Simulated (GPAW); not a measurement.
Runs of GPAW 26.7.0 on InPd. It takes space group Fm-3m (No. 225, cubic). The conventional cell has a = 5.492 Å, b = 5.492 Å, c = 5.492 Å, α = 90.00°, β = 90.00°, γ = 90.00°. In (site symmetry m-3m) has 6 Pd at 2.75 Å as nearest neighbours. Pd (site symmetry m-3m) has 6 In at 2.75 Å as nearest neighbours. The cell was built by a generator and needn't be a form met in nature.

```tsv
level	potentials or basis	older calculator (legacy_gpaw)	eigensolver	gap on the mesh (eV)	pressure (GPa)
revPBE	the program's PAW data sets (release 1.2.1) made for this functional, pw	-	-	none	(a)
PW91	PAW data sets generated in the run's folder for this functional, pw	-	-	none	-0.4
optB88-vdW	GPAW PAW data sets (gpaw-data 1.2.1), pw	yes	-	none	-
r2SCAN	GPAW PAW data sets (gpaw-data 1.2.1), pw	-	-	none	-2.9
TPSS	GPAW PAW data sets (gpaw-data 1.2.1), pw	-	davidson	none	-3.6
```

Alike in all rows: task single point; no spin polarisation; cell as given; k mesh 8 × 8 × 8; cutoff (eV) 600; smearing fermi-dirac 0.05 eV.

**Question.** Estimate the missing entries.

**Answer.** (a) 1.8.

Caveats: the PAW data sets were made with another functional, which shifts forces and pressure a little (some runs).

A k mesh can miss the band edges, and the runs leave out spin-orbit coupling on In, Pd.

A gap of «none» marks a metal or a gap under the smearing width.

Runs at the PBE level aren't shown here.
